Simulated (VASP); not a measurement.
Set up this calculation in VASP 6.6.1, as the native input.

```
Task                   : single point
Functional             : PBE
Potentials or basis    : VASP PAW PBE potentials, release 64 (As)
Cutoff                 : 520 eV
k mesh                 : 18 × 18 × 18
Occupations            : gaussian, width 0.15 eV
Spin                   : no spin polarisation
Dipole correction      : no
Further INCAR settings : ALGO = Fast; EDIFF = 1e-06; NBANDS = 8
```

The structure of As lies in POSCAR:

```
As
1.0
    2.9740499188      0.0000000000      0.0000000000
    0.0000000000      2.9740499188      0.0000000000
    0.0000000000      0.0000000000      2.7036817444
As
1
Direct
    0.5000000000      0.5000000000      0.5000000000
```

This isn't the form of As at room conditions, which is rhombohedral.

The cell isn't the ideal one: strain +0.1000 x Voigt [1, 1, 0, 0, 0, 0], atoms carried along.

These files were run (other wordings do the same):

INCAR

```
  PREC = Accurate
  ENCUT = 520
  EDIFF = 1E-6
  ISMEAR = 0
  SIGMA = 0.15
  LREAL = F
  LASPH = T
  NELM = 100
  ALGO = Fast
  ISIF = 2
  LWAVE = F
  LCHARG = F
  GGA = PE
  NBANDS = 8
```

KPOINTS

```
Automatic mesh
0
Gamma
  18 18 18
```

Potentials or basis: VASP PAW PBE potentials, release 64 (As).

Command:

```bash
$ cat potpaw_PBE.64/As/POTCAR > POTCAR
$ mpirun -np 1 vasp_std > vasp.out
```

Results of the run:

| Quantity | Value |
| --- | --- |
| Pressure | -7.8 GPa |
| Band gap on the k mesh | none (metal or under the smearing width) |

It took 22 s on 1 thread of Intel(R) Xeon(R) Platinum 8559C (Emerald Rapids) (shared host), peak memory 0.22 GiB.
